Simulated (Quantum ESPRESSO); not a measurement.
Hf:

```
Hf
1.0
     3.19670    0.00000    0.00000
    -1.59835    2.76842    0.00000
     0.00000    0.00000    5.05780
Hf
2
Direct
  0.66667 0.33333 0.75000
  0.33333 0.66667 0.25000
```

| Quantity | Value |
| --- | --- |
| Program | Quantum ESPRESSO 7.5 |
| Task | phonons |
| Functional | PBE |
| Potentials or basis | GBRV 1.5 PBE |
| Cutoff | 612 eV |
| Density cutoff | 4898 eV |
| k mesh | 7 × 7 × 4 |
| Occupations | cold, width 0.2 eV |
| Spin | no spin polarisation |
| Mixing beta | 0.5 |
| Most SCF iterations | 120 |
| SCF threshold | 4e-10 Ry |

Problem. Where do the zone-centre optical modes lie?

Solution. E2g at 67 cm⁻¹ (Raman); B1g at 113 cm⁻¹ (silent).

Optical modes at Γ, degenerate ones joined:
| cm⁻¹ | components | symmetry | active in |
| --- | --- | --- | --- |
| 67 | 2 | E2g | Raman |
| 113 | 1 | B1g | silent |

Caveat: the k mesh is coarse; the mesh is thin for the phonons of a metal.
